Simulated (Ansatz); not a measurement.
# Indium, fcc under RPBE: ground state and equation of state, part 2 of 2

Aim: take indium in the fcc structure, relax it, solve it on a dense k-mesh, then scale the cell to 7 volumes from 88 to 112 % of the relaxed one and try a fit of the equation of state. Spin polarisation is left out. The k-meshes are 12×12×12 for the relaxation; 18×18×18 for the dense run; 13×13×13 for the volumes.

Ansatz 0.2.0; DFT, RPBE, plane waves (420 eV) with PAW, scalar-relativistic.

### 5 Volume × 0.92

This is In in the fcc structure; at room conditions it is tetragonal.

The input, input.yaml:

```yaml
crystal:
  lattice:
    - [0.0, 2.3656190469, 2.3656190469]
    - [2.3656190469, 0.0, 2.3656190469]
    - [2.3656190469, 2.3656190469, 0.0]
  atoms:
    - { symbol: In, position: [0.0, 0.0, 0.0] }
hamiltonian:
  xc: rpbe
  pseudopotentials:
    kind: paw
    azcp:
      In: "pseudopotentials/In.paw.azcp"
basis:
  ecutwfc: 420
  fft_grid_basis: typed
kpoints:
  mp_grid: { grid: [13, 13, 13], shift: [0, 0, 0] }
magnetization:
  spin_polarized: false
scf:
  occupations: { method: fermi_dirac, width: 0.1 }
  lower_state_search: "off"
output:
  stress: true
  write_density: true
  write_potential: true
  elf: true
  volumetric_format: npy
```

Run with:

```bash
ansatz run input.yaml --threads 2 --pin off --max-ram 5120MiB --backend cpu --events-out ev --progress --plain --runs-dir out
```

What it wrote (excerpt; [...] marks lines left out):

```text
Warning: RAYON_NUM_THREADS=2 ignored (pool sized by the plan → 2); use --threads N
[...]
Pseudopotentials: kind: paw
Pseudopotential: In, paw, valence charge 13, recommended cutoff 420 eV (normal), <dir>
Functional definition: RPBE
[...]
Crystal: 1 atoms, lattice volume = 26.477 Å³
Basis set: ecut = 420 eV, 531 PW (Γ)
Bands: 11, of which v1, the nominal top of the filled ones, is band 7 counted from 1 (6 counted from 0)
Symmetry: 48 space group operations
Space group: Fm-3m (ITA 225), of the structure as read, at distance tolerance 3.0e-5 Å
k-points: 84 of 2197
[...]
SCF iter   1: F=—  HF=-5606.257346 eV  |F-HF|=—  |Δ(HF+E_count)|=         —  Δρ=3.81e-3  dr2=1.97e-3  ethr=1.77e-3  ⟨swp⟩=4.9  Hψ=5406  notcnv=0
[...]
SCF iter   6: F=-5606.256789 eV  HF=-5606.256789 eV  |F-HF|=2.79e-10  |Δ(HF+E_count)|=   5.97e-9  Δρ=1.93e-6  dr2=3.67e-10  ethr=1.66e-10  ⟨swp⟩=5.9  Hψ=4893  notcnv=0
[...]
SCF converged after 6 iterations
Free energy (F): -5606.256789 eV
[...]
E sigma→0 (E₀):  -5606.249682 eV
Entropy (-TS):   -0.014214 eV (-14.214 meV/atom)
Fermi energy:    10.283686 eV
[...]
--- Stress (GPa, compression-positive) ---
        3.168712       0.000000       0.000000
        0.000000       3.168712       0.000000
       -0.000000      -0.000000       3.168712
  P = ⅓ Tr σ = 3.1687 GPa (31.687 kbar)
--- Band table (eV; the first three rows and the last of 84) ---
  k-point 0: bands = ["-4.4560", "-4.4560", "-4.4560", "-4.2918", "-4.2918", "0.7755", "20.7456", "20.7456", "20.7456", "21.6564", "24.0716"]
[...]
```

Run time: 0.87 s. Hardware: 2 threads of Arm Neoverse V2, shared host; peak memory 0.29 GiB.

Axes a, b and c in the maps are those of this run's conventional cell (a, b, c = 4.731, 4.731, 4.731 Å).

Density in a lattice plane of the grid's cell (edges 4.73 and 4.73 Å, at 0.000 of the third edge), which holds In.

Ten even steps from ' ' (0.05 e/Å³) to '@' (12.98 e/Å³):
```
##**==::                                  ::==**
==--::..                                  ..::--
....                                          ..
                                                
                                                
                                                
                      ......                    
                  ..::--==--::..                
                  ::==**##**==::                
                  ::++%%@@%%++::                
                  ::==**##**==::                
                  ..::--==--::..                
                      ......                    
                                                
                                                
                                                
....                                          ..
==--::..                                  ..::--
##**==::                                  ::==**
@@%%++::                                  ::++%%
```
Columns run along the first of these edges and rows up along the second, over one cell in 24 and 20 even steps from the bottom left corner. Atoms in the plane (fractional): In at (0.00, 0.00), In at (0.50, 0.50).

ELF in the same plane.

Ten even steps from ' ' (0.00) to '@' (0.29):
```
    ..**@@@@%%@@%%**==------==**%%@@%%@@@@**..  
::::++%%@@%%%%@@%%**++++++++++**%%@@%%%%@@%%++--
##%%@@@@%%%%@@@@%%##############%%@@@@%%%%@@@@%%
@@@@@@%%%%@@@@@@@@@@@@%%%%%%@@@@@@@@@@@@%%%%@@@@
%%%%%%@@@@@@@@@@@@@@%%%%%%%%%%%%@@@@@@@@@@%%%%%%
%%%%@@@@@@@@@@@@%%%%@@@@@@@@@@%%%%@@@@@@@@@@@@%%
########%%@@@@%%%%@@@@%%##%%@@@@%%%%@@@@%%######
++++++**%%@@%%%%@@%%++::::--++%%@@%%%%@@%%**++++
----==**%%@@%%@@@@**..      ..**@@@@%%@@%%**==--
----==++%%@@%%@@@@==          ==@@@@%%@@%%++==--
----==**%%@@%%@@@@**..      ..**@@@@%%@@%%**==--
++++++**%%@@%%%%@@%%++--::::++%%@@%%%%@@%%**++++
########%%@@@@%%%%@@@@%%##%%@@@@%%%%@@@@%%######
%%%%@@@@@@@@@@@@%%%%@@@@@@@@@@%%%%@@@@@@@@@@@@%%
%%%%%%%%@@@@@@@@@@%%%%%%%%%%%%@@@@@@@@@@@@@@%%%%
@@@@@@%%%%@@@@@@@@@@@@%%%%%%@@@@@@@@@@@@%%%%@@@@
##%%@@@@%%%%@@@@%%##############%%@@@@%%%%@@@@%%
::--++%%@@%%%%@@%%**++++++++++**%%@@%%%%@@%%++::
    ..**@@@@%%@@%%**==------==**%%@@%%@@@@**..  
      ==@@@@%%@@%%++==------==++%%@@%%@@@@==    
```
Columns run along the first of these edges and rows up along the second, over one cell in 24 and 20 even steps from the bottom left corner. Atoms in the plane (fractional): In at (0.00, 0.00), In at (0.50, 0.50).

Both are smooth fields of the valence electrons: close to the nuclei they are not physical.

### 6 Volume × 0.96

input.yaml: that of step 5 with these lines changed.

```diff
@@ -2,5 +2,5 @@
   lattice:
-    - [0.0, 2.3656190469, 2.3656190469]
-    - [2.3656190469, 0.0, 2.3656190469]
-    - [2.3656190469, 2.3656190469, 0.0]
+    - [0.0, 2.3994181712, 2.3994181712]
+    - [2.3994181712, 0.0, 2.3994181712]
+    - [2.3994181712, 2.3994181712, 0.0]
   atoms:
@@ -25,5 +25 @@
   stress: true
-  write_density: true
-  write_potential: true
-  elf: true
-  volumetric_format: npy
```

Run with:

```bash
ansatz run input.yaml --threads 2 --pin off --max-ram 5120MiB --backend cpu --events-out ev --progress --plain --runs-dir out
```

What it wrote (excerpt; [...] marks lines left out):

```text
Warning: RAYON_NUM_THREADS=2 ignored (pool sized by the plan → 2); use --threads N
[...]
Pseudopotentials: kind: paw
Pseudopotential: In, paw, valence charge 13, recommended cutoff 420 eV (normal), <dir>
Functional definition: RPBE
[...]
Crystal: 1 atoms, lattice volume = 27.628 Å³
Basis set: ecut = 420 eV, 537 PW (Γ)
Bands: 11, of which v1, the nominal top of the filled ones, is band 7 counted from 1 (6 counted from 0)
Symmetry: 48 space group operations
Space group: Fm-3m (ITA 225), of the structure as read, at distance tolerance 3.0e-5 Å
k-points: 84 of 2197
[...]
SCF iter   1: F=—  HF=-5606.273523 eV  |F-HF|=—  |Δ(HF+E_count)|=         —  Δρ=3.82e-3  dr2=2.04e-3  ethr=1.77e-3  ⟨swp⟩=4.9  Hψ=5399  notcnv=0
[...]
SCF iter   6: F=-5606.272955 eV  HF=-5606.272955 eV  |F-HF|=5.92e-10  |Δ(HF+E_count)|=   9.51e-9  Δρ=2.27e-6  dr2=6.12e-10  ethr=2.14e-10  ⟨swp⟩=2.2  Hψ=2935  notcnv=0
[...]
SCF converged after 6 iterations
Free energy (F): -5606.272955 eV
[...]
E sigma→0 (E₀):  -5606.265420 eV
Entropy (-TS):   -0.015070 eV (-15.070 meV/atom)
Fermi energy:    9.692421 eV
[...]
--- Stress (GPa, compression-positive) ---
        1.403150       0.000000      -0.000000
       -0.000000       1.403150       0.000000
       -0.000000      -0.000000       1.403150
  P = ⅓ Tr σ = 1.4031 GPa (14.031 kbar)
```

It took 0.67 s on 2 threads of Arm Neoverse V2, shared host; peak memory 0.28 GiB.

### 7 Volume × 1.0

input.yaml: that of step 6 with these lines changed.

```diff
@@ -2,5 +2,5 @@
   lattice:
-    - [0.0, 2.3994181712, 2.3994181712]
-    - [2.3994181712, 0.0, 2.3994181712]
-    - [2.3994181712, 2.3994181712, 0.0]
+    - [0.0, 2.4322909982, 2.4322909982]
+    - [2.4322909982, 0.0, 2.4322909982]
+    - [2.4322909982, 2.4322909982, 0.0]
   atoms:
@@ -25 +25,5 @@
   stress: true
+  write_density: true
+  write_potential: true
+  elf: true
+  volumetric_format: npy
```

Run with:

```bash
ansatz run input.yaml --threads 2 --pin off --max-ram 5120MiB --backend cpu --events-out ev --progress --plain --runs-dir out
```

What it wrote (excerpt; [...] marks lines left out):

```text
Warning: RAYON_NUM_THREADS=2 ignored (pool sized by the plan → 2); use --threads N
[...]
Pseudopotentials: kind: paw
Pseudopotential: In, paw, valence charge 13, recommended cutoff 420 eV (normal), <dir>
Functional definition: RPBE
[...]
Crystal: 1 atoms, lattice volume = 28.779 Å³
Basis set: ecut = 420 eV, 537 PW (Γ)
Bands: 11, of which v1, the nominal top of the filled ones, is band 7 counted from 1 (6 counted from 0)
Symmetry: 48 space group operations
Space group: Fm-3m (ITA 225), of the structure as read, at distance tolerance 3.1e-5 Å
k-points: 84 of 2197
[...]
SCF iter   1: F=—  HF=-5606.278537 eV  |F-HF|=—  |Δ(HF+E_count)|=         —  Δρ=3.78e-3  dr2=2.08e-3  ethr=1.77e-3  ⟨swp⟩=4.9  Hψ=5388  notcnv=0
[...]
SCF iter   6: F=-5606.277895 eV  HF=-5606.277895 eV  |F-HF|=6.19e-10  |Δ(HF+E_count)|=   9.71e-9  Δρ=2.16e-6  dr2=6.20e-10  ethr=2.14e-10  ⟨swp⟩=6.0  Hψ=4823  notcnv=0
[...]
SCF converged after 6 iterations
Free energy (F): -5606.277895 eV
[...]
E sigma→0 (E₀):  -5606.269830 eV
Entropy (-TS):   -0.016128 eV (-16.128 meV/atom)
Fermi energy:    9.147205 eV
[...]
--- Stress (GPa, compression-positive) ---
        0.028918       0.000000       0.000000
        0.000000       0.028918      -0.000000
        0.000000       0.000000       0.028918
  P = ⅓ Tr σ = 0.0289 GPa (0.289 kbar)
--- Band table (eV; the first three rows and the last of 84) ---
  k-point 0: bands = ["-5.4972", "-5.4972", "-5.4972", "-5.3676", "-5.3676", "0.2137", "18.8965", "18.8965", "18.8965", "20.3644", "22.2978"]
[...]
```

It took 0.91 s on 2 threads of Arm Neoverse V2, shared host; peak memory 0.29 GiB.

### 8 Volume × 1.04

input.yaml: that of step 7 with these lines changed.

```diff
@@ -2,5 +2,5 @@
   lattice:
-    - [0.0, 2.4322909982, 2.4322909982]
-    - [2.4322909982, 0.0, 2.4322909982]
-    - [2.4322909982, 2.4322909982, 0.0]
+    - [0.0, 2.4642984976, 2.4642984976]
+    - [2.4642984976, 0.0, 2.4642984976]
+    - [2.4642984976, 2.4642984976, 0.0]
   atoms:
```

Run with:

```bash
ansatz run input.yaml --threads 2 --pin off --max-ram 5120MiB --backend cpu --events-out ev --progress --plain --runs-dir out
```

What it wrote (excerpt; [...] marks lines left out):

```text
Warning: RAYON_NUM_THREADS=2 ignored (pool sized by the plan → 2); use --threads N
[...]
Pseudopotentials: kind: paw
Pseudopotential: In, paw, valence charge 13, recommended cutoff 420 eV (normal), <dir>
Functional definition: RPBE
[...]
Crystal: 1 atoms, lattice volume = 29.930 Å³
Basis set: ecut = 420 eV, 561 PW (Γ)
Bands: 11, of which v1, the nominal top of the filled ones, is band 7 counted from 1 (6 counted from 0)
Symmetry: 48 space group operations
Space group: Fm-3m (ITA 225), of the structure as read, at distance tolerance 3.1e-5 Å
k-points: 84 of 2197
[...]
SCF iter   1: F=—  HF=-5606.274821 eV  |F-HF|=—  |Δ(HF+E_count)|=         —  Δρ=3.67e-3  dr2=2.08e-3  ethr=1.77e-3  ⟨swp⟩=4.9  Hψ=5400  notcnv=0
[...]
SCF iter   6: F=-5606.274109 eV  HF=-5606.274109 eV  |F-HF|=2.50e-10  |Δ(HF+E_count)|=   2.76e-9  Δρ=1.61e-6  dr2=3.23e-10  ethr=1.11e-10  ⟨swp⟩=5.8  Hψ=4774  notcnv=0
[...]
SCF converged after 6 iterations
Free energy (F): -5606.274109 eV
[...]
E sigma→0 (E₀):  -5606.265454 eV
Entropy (-TS):   -0.017310 eV (-17.310 meV/atom)
Fermi energy:    8.644660 eV
[...]
--- Stress (GPa, compression-positive) ---
       -1.039347       0.000000       0.000000
        0.000000      -1.039347      -0.000000
        0.000000       0.000000      -1.039347
  P = ⅓ Tr σ = -1.0393 GPa (-10.393 kbar)
--- Band table (eV; the first three rows and the last of 84) ---
  k-point 0: bands = ["-5.9633", "-5.9633", "-5.9633", "-5.8476", "-5.8476", "-0.0345", "18.0674", "18.0674", "18.0674", "19.7808", "21.5106"]
[...]
```

It took 0.92 s on 2 threads of Arm Neoverse V2, shared host; peak memory 0.29 GiB.

### 9 Volume × 1.08

input.yaml: that of step 8 with these lines changed.

```diff
@@ -2,5 +2,5 @@
   lattice:
-    - [0.0, 2.4642984976, 2.4642984976]
-    - [2.4642984976, 0.0, 2.4642984976]
-    - [2.4642984976, 2.4642984976, 0.0]
+    - [0.0, 2.4954954613, 2.4954954613]
+    - [2.4954954613, 0.0, 2.4954954613]
+    - [2.4954954613, 2.4954954613, 0.0]
   atoms:
```

Run with:

```bash
ansatz run input.yaml --threads 2 --pin off --max-ram 5120MiB --backend cpu --events-out ev --progress --plain --runs-dir out
```

What it wrote (excerpt; [...] marks lines left out):

```text
Warning: RAYON_NUM_THREADS=2 ignored (pool sized by the plan → 2); use --threads N
[...]
Pseudopotentials: kind: paw
Pseudopotential: In, paw, valence charge 13, recommended cutoff 420 eV (normal), <dir>
Functional definition: RPBE
[...]
Crystal: 1 atoms, lattice volume = 31.081 Å³
Basis set: ecut = 420 eV, 609 PW (Γ)
Bands: 11, of which v1, the nominal top of the filled ones, is band 7 counted from 1 (6 counted from 0)
Symmetry: 48 space group operations
Space group: Fm-3m (ITA 225), of the structure as read, at distance tolerance 3.1e-5 Å
k-points: 84 of 2197
[...]
SCF iter   1: F=—  HF=-5606.264329 eV  |F-HF|=—  |Δ(HF+E_count)|=         —  Δρ=3.59e-3  dr2=2.11e-3  ethr=1.77e-3  ⟨swp⟩=4.9  Hψ=5384  notcnv=0
[...]
SCF iter   6: F=-5606.263545 eV  HF=-5606.263545 eV  |F-HF|=6.91e-11  |Δ(HF+E_count)|=  7.80e-10  Δρ=1.17e-6  dr2=1.65e-10  ethr=6.21e-11  ⟨swp⟩=5.7  Hψ=4762  notcnv=0
[...]
SCF converged after 6 iterations
Free energy (F): -5606.263545 eV
[...]
E sigma→0 (E₀):  -5606.254277 eV
Entropy (-TS):   -0.018538 eV (-18.538 meV/atom)
Fermi energy:    8.181592 eV
[...]
--- Stress (GPa, compression-positive) ---
       -1.866663      -0.000000       0.000000
       -0.000000      -1.866663      -0.000000
        0.000000       0.000000      -1.866663
  P = ⅓ Tr σ = -1.8667 GPa (-18.667 kbar)
--- Band table (eV; the first three rows and the last of 84) ---
  k-point 0: bands = ["-6.3978", "-6.3978", "-6.3978", "-6.2943", "-6.2943", "-0.2641", "17.2942", "17.2942", "17.2942", "19.2328", "20.7802"]
[...]
```

Run time: 0.93 s. Hardware: 2 threads of Arm Neoverse V2, shared host; peak memory 0.29 GiB.

### 10 Volume × 1.12

input.yaml: that of step 9 with these lines changed.

```diff
@@ -2,5 +2,5 @@
   lattice:
-    - [0.0, 2.4954954613, 2.4954954613]
-    - [2.4954954613, 0.0, 2.4954954613]
-    - [2.4954954613, 2.4954954613, 0.0]
+    - [0.0, 2.5259313324, 2.5259313324]
+    - [2.5259313324, 0.0, 2.5259313324]
+    - [2.5259313324, 2.5259313324, 0.0]
   atoms:
```

Run with:

```bash
ansatz run input.yaml --threads 2 --pin off --max-ram 5120MiB --backend cpu --events-out ev --progress --plain --runs-dir out
```

What it wrote (excerpt; [...] marks lines left out):

```text
Warning: RAYON_NUM_THREADS=2 ignored (pool sized by the plan → 2); use --threads N
[...]
Pseudopotentials: kind: paw
Pseudopotential: In, paw, valence charge 13, recommended cutoff 420 eV (normal), <dir>
Functional definition: RPBE
[...]
Crystal: 1 atoms, lattice volume = 32.233 Å³
Basis set: ecut = 420 eV, 609 PW (Γ)
Bands: 11, of which v1, the nominal top of the filled ones, is band 7 counted from 1 (6 counted from 0)
Symmetry: 48 space group operations
Space group: Fm-3m (ITA 225), of the structure as read, at distance tolerance 3.2e-5 Å
k-points: 84 of 2197
[...]
SCF iter   1: F=—  HF=-5606.248608 eV  |F-HF|=—  |Δ(HF+E_count)|=         —  Δρ=3.51e-3  dr2=2.17e-3  ethr=1.77e-3  ⟨swp⟩=5.0  Hψ=5411  notcnv=0
[...]
SCF iter   6: F=-5606.247748 eV  HF=-5606.247748 eV  |F-HF|=3.64e-12  |Δ(HF+E_count)|=   1.65e-9  Δρ=7.92e-7  dr2=7.97e-11  ethr=4.56e-11  ⟨swp⟩=5.6  Hψ=4733  notcnv=0
[...]
SCF converged after 6 iterations
Free energy (F): -5606.247748 eV
[...]
E sigma→0 (E₀):  -5606.237878 eV
Entropy (-TS):   -0.019740 eV (-19.740 meV/atom)
Fermi energy:    7.754705 eV
[...]
--- Stress (GPa, compression-positive) ---
       -2.503215       0.000000       0.000000
       -0.000000      -2.503215      -0.000000
       -0.000000      -0.000000      -2.503215
  P = ⅓ Tr σ = -2.5032 GPa (-25.032 kbar)
--- Band table (eV; the first three rows and the last of 84) ---
  k-point 0: bands = ["-6.8039", "-6.8039", "-6.8039", "-6.7110", "-6.7110", "-0.4772", "16.5720", "16.5720", "16.5720", "18.7206", "20.1008"]
[...]
```

Run time: 0.96 s. Hardware: 2 threads of Arm Neoverse V2, shared host; peak memory 0.3 GiB.

### 11 Energy and pressure against volume

The cell was scaled evenly, with its shape and the fractional positions fixed.

| V (Å³/atom) | E − E₀ (meV/atom) | P from the stress (GPa) | P from the fit (GPa) |
| --- | --- | --- | --- |
| 25.326 | 50.4 | 5.44 | 5.42 |
| 26.477 | 20.1 | 3.17 | 3.12 |
| 27.628 | 4.4 | 1.40 | 1.33 |
| 28.779 | 0.0 | 0.03 | -0.05 |
| 29.930 | 4.4 | -1.04 | -1.12 |
| 31.081 | 15.6 | -1.87 | -1.95 |
| 32.233 | 32.0 | -2.50 | -2.59 |

Fit (Birch-Murnaghan, third order): V₀ = 28.733 Å³/atom, B₀ = 31 GPa, B₀′ = 5.3, largest residual 0.01 meV/atom.

The fit is made to E(σ → 0), while the stress belongs to the free energy F; that is one source of the offset between the two pressures.

### 12 Summary of results

What follows sums up all 2 parts.

| quantity | value |
| --- | --- |
| space group (spins left aside) | Fm-3m (No. 225) |
| conventional cell | a = 4.865 Å |
| volume | 28.779 Å³/atom |
| shortest distance | 3.440 Å |
| gap on the mesh | none (levels filled in part) |
| relative to body-centred tetragonal | -2 meV/atom |
| V₀, B₀, B₀′ | 28.733 Å³/atom, 31 GPa, 5.3 |

**Reading.** The relaxation enlarged the cell by 10.1 % in volume. Against the reference form of indium (body-centred tetragonal, computed apart with the same settings) it stands 2 meV/atom lower, within what mesh and smearing can decide. Levels at the Fermi energy are filled in part, as in a metal. B₀ comes out at 31 GPa. The symmetry was held, so the structure may be unstable against distortions that break it.
